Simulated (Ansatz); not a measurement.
Runs of Ansatz 0.2.0 on Co. Symmetry: P6_3/mmc, No. 194, hexagonal system. Conventional cell: a = 2.472 Å, b = 2.472 Å, c = 4.021 Å, α = 90.00°, β = 90.00°, γ = 120.00°. Co (site symmetry -6m2) is surrounded by 12 Co at 2.47 Å. 

```csv
task,level,spin,U,cell,k mesh,cutoff (eV),smearing,gap on the mesh (eV),pressure (GPa),moment (μB),relaxed volume (Å³/atom)
relaxation of cell and atoms,PBEsol+D3(BJ),"collinear, ferromagnetic start",-,relaxed,12 × 12 × 7,-,fermi-dirac 0.05 eV,-,0.0,3.05,10.09
single point,PBE,"collinear, ferromagnetic start",-,as given,12 × 12 × 7,315,gaussian 0.018 eV,none,4.6,3.22,-
band structure,revPBE,"collinear, ferromagnetic start",-,as given,12 × 12 × 7,315,fermi-dirac 0.05 eV,-,(c),3.23,-
single point,PBEsol,"collinear, ferromagnetic start",-,as given,12 × 12 × 7,315,gaussian 0.1 eV,none,-5.8,(b),-
single point,PBE,"collinear, ferromagnetic start",-,as given,12 × 12 × 7,315,gaussian 0.02 eV,none,4.6,3.22,-
phonons,PBE,"collinear, ferromagnetic start",-,as given,9 × 9 × 5,338,fermi-dirac 0.05 eV,none,-,3.07,-
relaxation of cell and atoms,revPBE,"collinear, ferromagnetic start",-,relaxed,12 × 12 × 7,-,fermi-dirac 0.05 eV,-,0.0,3.31,(a)
relaxation of the atoms,RPBE+D3(BJ)+U,"collinear, antiferromagnetic start",Co d U = 5 eV,"atoms relaxed from: atoms moved at random, drawn with an rms of 0.1 Å",12 × 12 × 7,-,methfessel-paxton 0.2 eV,none,25.9,0.00,-
```

Alike in all rows: potentials or basis all-electron LAPW, scalar-relativistic; basis error allowed 0.001 eV/atom.

Question: Fill in the values left out.

Answer: (a) 11.10; (b) 3.20; (c) 9.1.

Caveats: the k mesh is thin for a metal, which can move the energy by tens of meV per atom (some runs); a metal's response needs a denser mesh (some runs); the magnetic state may not be the lowest (some runs); U is the effective U less J, on atomic orbitals that reach past the spheres (some runs); pairwise dispersion overbinds metals, which lowers pressure and volume (some runs); the U is typed as a test and isn't derived for this compound (some runs).

A gap of «none» marks a metal or a gap under the smearing width.
